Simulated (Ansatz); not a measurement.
# MgO2 in Ansatz: the effect of functional

Crystal: MgO2.

```
Mg O
1.0
     1.62588    0.93870    3.53996
    -1.62588    0.93870    3.53996
     0.00000   -1.87740    3.53996
Mg O
1 2
Direct
  0.00000 0.00000 0.00000
  0.57121 0.57121 0.57121
  0.42879 0.42879 0.42879
```

The cell comes from a database or a generator and needn't be the stable form of this composition.

The cell isn't the ideal one: volume scaled by 1.04.

Alike in all runs:

| Property | Result |
| --- | --- |
| Program | Ansatz 0.2.0 |
| Task | single point |
| Potentials or basis | Ansatz PAW |
| k mesh | 10 × 10 × 10 |
| Occupations | fermi-dirac, width 0.05 eV |
| Spin | no spin polarisation |

Question: One run gave: gap on the mesh 2.00 eV; pressure -9.1 GPa; largest force 0.47 eV/Å. Which functional did it use?
A. PBEsol
B. r2SCAN
C. LDA

Answer: A.

```csv
functional,cutoff,gap on the mesh (eV),pressure (GPa),largest force (eV/Å)
LDA,420 eV (not typed: the program's choice for these potentials),1.95,-14.1,0.61
PBEsol,420 eV (not typed: the program's choice for these potentials),2.00,-9.1,0.47
r2SCAN,500 eV (not typed: the program's choice for these potentials),2.71,-9.9,0.38
```

Caveats: the PAW data sets come from PBE, with cores solved anew for the run's functional, which leaves a small shift of forces and pressure.

A k mesh can miss the band edges.

Runs at the PBE level aren't shown here.
